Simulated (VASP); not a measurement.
From an Ansatz input to VASP: BeTe (strained zincblende)

Ansatz input

```yaml
crystal:
  lattice:
    - [0.0, 2.7437649167, 2.8909264501]
    - [2.7437649167, 0.0, 2.8909264501]
    - [2.7437649167, 2.7437649167, 0.0]
  atoms:
    - { symbol: Be, position: [0.0, 0.0, 0.0] }
    - { symbol: Te, position: [0.25, 0.25, 0.25] }
kpoints:
  mp_grid: { grid: [8, 8, 8] }
  band_path:
    path:
      - [0.0, 0.0, 0.0]
      - [-0.5, -0.5, 0.0]
      - [-0.375, -0.375, 0.25]
      - [-0.375, 0.0, 0.375]
      - [0.0, 0.0, 0.5]
      - [-0.5, -0.25, 0.25]
      - [0.0, 0.5, 0.5]
    npoints: 1
hamiltonian:
  xc: r2scan
scf:
  occupations: { method: fixed }
  n_extra_bands: 4
output:
  forces: true
  stress: true
  eigenvalues: true
  write_density: true
  write_potential: true
  elf: true
  volumetric_format: npy
```

Problem. Which VASP files do the same job?

Solution. 

INCAR

```
ALGO = Normal
LCHARG = .TRUE.
NBANDS = 11
SIGMA = 0.01
LELF = .TRUE.
ISMEAR = 0
NSW = 0
PREC = Accurate
LREAL = .FALSE.
LASPH = .TRUE.
NELM = 120
ISIF = 2
ENCUT = 520
IBRION = -1
LWAVE = .FALSE.
METAGGA = R2SCAN
EDIFF = 1E-7
```

KPOINTS

```
KPOINTS created by Atomic Simulation Environment
0
Gamma
8 8 8
0 0 0
```

KPOINTS_OPT

```
special points
7
Reciprocal
0.0000000000 0.0000000000 0.0000000000 1
-0.5000000000 -0.5000000000 0.0000000000 1
-0.3750000000 -0.3750000000 0.2500000000 1
-0.3750000000 0.0000000000 0.3750000000 1
0.0000000000 0.0000000000 0.5000000000 1
-0.5000000000 -0.2500000000 0.2500000000 1
0.0000000000 0.5000000000 0.5000000000 1
```

POSCAR

```
Be Te
 1.0000000000000000
     0.0000000000000000    2.7437649167000000    2.8909264500999998
     2.7437649167000000    0.0000000000000000    2.8909264500999998
     2.7437649167000000    2.7437649167000000    0.0000000000000000
 Be  Te
   1   1
Cartesian
  0.0000000000000000  0.0000000000000000  0.0000000000000000
  1.3718824583500000  1.3718824583500000  1.4454632250499999
```

VASP ran with the recommended PBE PAW datasets (8 valence electrons in the cell). Other inputs would serve too.

```
                            Ansatz     VASP
gap between bands v and c  2.05 eV  2.04 eV
         least direct gap  3.87 eV  3.86 eV
                 pressure  2.5 GPa  2.7 GPa
```

Datasets and cutoffs are each program's own. VASP's cell holds 8 valence electrons and Ansatz's 18. Ansatz's stress includes a Pulay correction; VASP's doesn't.
